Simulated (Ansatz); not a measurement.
# GaAs (rocksalt type): the cost of one run

Computed with Ansatz 0.2.0 (DFT, PBE, PAW with Ansatz's default frozen-core files, scalar-relativistic, unless a step's input says otherwise).

### 1 Starting point

It takes space group Fm-3m (No. 225, cubic). The conventional cell has a = 5.019 Å, b = 5.019 Å, c = 5.019 Å, α = 90.00°, β = 90.00°, γ = 90.00°. Ga (site symmetry m-3m) has 6 As at 2.51 Å as nearest neighbours. Around As (site symmetry m-3m) lie 6 Ga at 2.51 Å.

Coordinates:

```cif
data_structure
_symmetry_space_group_name_H-M 'P 1'
_symmetry_Int_Tables_number 1
_cell_length_a 3.5489
_cell_length_b 3.5489
_cell_length_c 3.5489
_cell_angle_alpha 60.000
_cell_angle_beta 60.000
_cell_angle_gamma 60.000
_cell_volume 31.60
loop_
_atom_site_label
_atom_site_type_symbol
_atom_site_fract_x
_atom_site_fract_y
_atom_site_fract_z
_atom_site_occupancy
Ga1 Ga 0.00000 0.00000 0.00000 1
As1 As 0.50000 0.50000 0.50000 1
```

Atoms are numbered in the order of the input: Ga1, As2.

### 2 Cell relaxed at zero pressure, PAW

input.yaml reads:

```yaml
crystal:
  lattice:
    - [0.0, 2.5094205343, 2.5094205343]
    - [2.5094205343, 0.0, 2.5094205343]
    - [2.5094205343, 2.5094205343, 0.0]
  atoms:
    - { symbol: Ga, position: [0.0, 0.0, 0.0] }
    - { symbol: As, position: [0.5, 0.5, 0.5] }
kpoints:
  mp_grid: { grid: [14, 14, 14] }
scf:
  occupations: { method: fermi_dirac, width: 0.05 }
hamiltonian:
  xc: pbe
  pseudopotentials: { kind: paw }
output:
  forces: true
  stress: true
relax:
  f_tol: 0.005
  max_steps: 40
  cell: {}
```

The run is started by

```bash
ansatz run input.yaml --threads 1 --pin off --max-ram 3584MiB --backend cpu --events-out ev --progress --plain --runs-dir out
```

**Question.** How long does this run take on 1 thread of Arm Neoverse V2, shared host, and how much memory does it need?

About 26 s, with a peak of 0.37 GiB.
